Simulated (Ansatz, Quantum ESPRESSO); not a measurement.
## NiAl (B2): bulk modulus from a few volumes

How stiff is B2 NiAl under hydrostatic load? Each row relaxes cell and atoms at a set pressure. The phase is followed to these pressures whether or not it stays the stable one.

Calculated with Quantum ESPRESSO 7.5, PBEsol, GBRV 1.5 ultrasoft potentials, cutoff 680 eV, Fermi–Dirac smearing 0.05 eV, k-mesh 15×15×15, no spin polarisation, no spin-orbit coupling.

Reference cell, relaxed at zero pressure with PBEsol (Pm-3m): a = 2.8625 Å, b = 2.8625 Å, c = 2.8625 Å, α = 90.00°, β = 90.00°, γ = 90.00°.

```csv
atom,x,y,z
Ni,0.5000,0.5000,0.5000
Al,0.0000,0.0000,0.0000
```

```csv
V (Å³/atom),V/V0,P (GPa),E − E0 (meV/atom)
12.0227,1.0252,−4.037,3.6
11.1360,0.9496,10.044,18.1
10.8907,0.9287,15.048,37.3
10.6699,0.9098,20.066,61.6
10.2869,0.8772,30.071,121.3
```

V0 = 11.7273 Å³ an atom, where the residual pressure P0 is +0.021 GPa. **Question.** Fit the Birch–Murnaghan law and give the pressure and the energy at V = 11.4132 Å³ an atom, a row left out above.

With the Eulerian strain f = ½[(V0/V)^(2/3) − 1] and F = (P − P0)/[3f(1 + 2f)^(5/2)], the third-order law is the line F = B0 + (3/2) B0 (B′ − 4) f.

| f | F (GPa) |
| --- | --- |
| 0.04565 | 176.38 |
| 0.03251 | 175.57 |
| 0.02529 | 175.09 |
| 0.01755 | 174.68 |
| −0.00822 | 171.44 |

A straight line through the 5 rows: the means are 0.02256 for f and 174.63 for F, Σ(Δx)² = 0.001612 and ΣΔxΔy = 0.149, so the slope is 0.149/0.001612 = 92.397 and the intercept 174.63 − (92.397)(0.02256) = 172.55.

Hence B0 = 172.5 GPa and B′ = 4 + (92.4)/(1.5 × 172.5) = 4.36. For the withheld volume f = 0.00913, F = 173.39 GPa and P = 4.99 GPa. The run itself gives 5.02 GPa, so the estimate misses by 0.03 GPa; the fitted rows themselves lie up to 0.07 GPa off the law.

Integrating the same law gives E − E0 = (9/2) B0 V0 f²[1 + (B′ − 4) f] + P0(V0 − V), with 1 GPa Å³ = 6.2415 meV: 4.8 meV an atom. The run itself gives 5.0 meV, so the estimate misses by 0.2 meV; the fitted rows themselves lie up to 0.8 meV off the law.

The same fit over all rows at other levels or in other programs gives B0 = 173 GPa with PBEsol (Ansatz).

[Logs are printed without paths, hosts, clocks, repeated set-up lines and the standing remarks that a program may print on its own settings, such as how far it seeks lower states.]
